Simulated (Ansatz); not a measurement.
**Sb: projected density of states with BLYP+D4**

Crystal: Sb.

```
Sb
1.0
     3.16000    0.00000    0.00000
     0.00000    3.16000    0.00000
     0.00000    0.00000    3.16000
Sb
1
Cartesian
  0.0000 0.0000 0.0000
```

This isn't the form of Sb at room conditions, which is rhombohedral.

| Item | Value |
| --- | --- |
| Program | Ansatz 0.2.0 |
| Task | projected density of states |
| Functional | BLYP |
| Dispersion | D4 |
| Potentials or basis | all-electron LAPW, scalar-relativistic |
| Cutoff | 169 eV (chosen from the basis error) |
| Basis error allowed | 0.002 eV/atom |
| k mesh | 8 × 8 × 8 |
| Occupations | fermi-dirac, width 0.01 eV |
| Spin | collinear spin, random start |
| Starting moments | [-0.09] μB |

```yaml
Pressure: -3.1 GPa
Band_gap_along_the_path: none (metal or under the smearing width)
Net_moment: -0.07 μB per cell
Absolute_moment: 0.07 μB per cell
Site_moments: Sb -0.06 μB
```

Levels at the corners of the path, in eV from the Fermi level:
Spin up:
| point | band 8 | band 9 | band 10 | band 11 | band 12 | band 13 | band 14 | band 15 |
| --- | --- | --- | --- | --- | --- | --- | --- | --- |
| Γ | -28.86 | -28.86 | -11.92 | 3.13 | 3.13 | 3.13 | 7.33 | 7.33 |
| X | -28.88 | -28.86 | -9.76 | -5.00 | 4.89 | 4.89 | 9.47 | 10.84 |
| M | -28.89 | -28.80 | -7.49 | -3.17 | -3.17 | 2.84 | 6.66 | 13.30 |
| Γ | -28.86 | -28.86 | -11.92 | 3.13 | 3.13 | 3.13 | 7.33 | 7.33 |
| R | -28.80 | -28.80 | -5.00 | -1.46 | -1.46 | -1.46 | 5.31 | 5.31 |
| X | -28.88 | -28.86 | -9.76 | -5.00 | 4.89 | 4.89 | 9.47 | 10.84 |
Spin down:
```csv
point,band 7,band 8,band 9,band 10,band 11,band 12,band 13,band 14,band 15,band 16
Γ,-28.87,-28.87,-28.87,-11.97,3.09,3.09,3.09,7.29,7.29,8.37
X,-28.91,-28.88,-28.87,-9.80,-5.05,4.85,4.85,9.43,10.81,11.55
M,-28.90,-28.90,-28.81,-7.53,-3.22,-3.22,2.81,6.62,13.26,13.26
Γ,-28.87,-28.87,-28.87,-11.97,3.09,3.09,3.09,7.29,7.29,8.37
R,-28.95,-28.81,-28.81,-5.04,-1.51,-1.51,-1.51,5.28,5.28,5.28
X,-28.91,-28.88,-28.87,-9.80,-5.05,4.85,4.85,9.43,10.81,11.55
```

States per cell in windows of 0.5 eV (zero at the Fermi level; states under -8 eV left out):
```tsv
from (eV)	up	down
-8.0	0.09	0.09
-7.5	0.05	0.05
-7.0	0.03	0.03
-6.5	0.02	0.02
-6.0	0.01	0.01
-5.5	0.00	0.00
-5.0	0.02	0.03
-4.5	0.07	0.08
-4.0	0.12	0.13
-3.5	0.20	0.20
-3.0	0.21	0.21
-2.5	0.21	0.21
-2.0	0.19	0.19
-1.5	0.18	0.18
-1.0	0.13	0.13
-0.5	0.16	0.16
0.0	0.13	0.13
0.5	0.12	0.12
1.0	0.14	0.14
1.5	0.15	0.15
2.0	0.15	0.15
2.5	0.16	0.16
3.0	0.19	0.19
3.5	0.21	0.21
4.0	0.18	0.18
4.5	0.20	0.19
5.0	0.12	0.12
5.5	0.13	0.13
6.0	0.13	0.13
6.5	0.11	0.11
```

Run time: 11 s on 1 thread of Intel(R) Xeon(R) Platinum 8259CL CPU @ 2.50GHz (Skylake/Cascade Lake), with other jobs on the host, peak memory 0.34 GiB.

Caveat: spin-orbit coupling is left out, which moves the levels of the heavy elements; pairwise dispersion overbinds metals, which lowers pressure and volume.
